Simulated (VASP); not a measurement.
Consider the following.

```
CELL_PARAMETERS angstrom
      0.00000     2.95138     2.95138
      2.95138     0.00000     2.95138
      2.95138     2.95138     0.00000
ATOMIC_POSITIONS crystal
  Li 0.00000 0.00000 0.00000
  I  0.50000 0.50000 0.50000
```

Method: PBEsol GGA, VASP's PBE PAW potentials (set 64) (plane waves; VASP). Run with 650 eV cut-off, 7×7×7 Γ-centred mesh, Gaussian smearing of 0.050 eV, potentials Li_sv I.

Give the elastic stiffness tensor with the ions relaxed (GPa, in the frame of the cell).

|  | xx | yy | zz | yz | xz | xy |
|---|---|---|---|---|---|---|
| xx | 42.9 | 12.6 | 12.6 | 0.0 | 0.0 | 0.0 |
| yy | 12.6 | 42.9 | 12.6 | 0.0 | 0.0 | 0.0 |
| zz | 12.6 | 12.6 | 42.9 | 0.0 | 0.0 | 0.0 |
| yz | 0.0 | 0.0 | 0.0 | 15.2 | 0.0 | 0.0 |
| xz | 0.0 | 0.0 | 0.0 | 0.0 | 15.2 | 0.0 |
| xy | 0.0 | 0.0 | 0.0 | 0.0 | 0.0 | 15.2 |

Estimate the Hill bulk modulus, Hill shear modulus, Young's modulus, Poisson's ratio.

```yaml
hill_bulk_modulus: 22.7 GPa
hill_shear_modulus: 15.1 GPa
Young's modulus: 37.2 GPa
Poisson's ratio: 0.227
```

The compound is LiI in the rock salt structure. It was relaxed first, which changed the volume by -6 %.
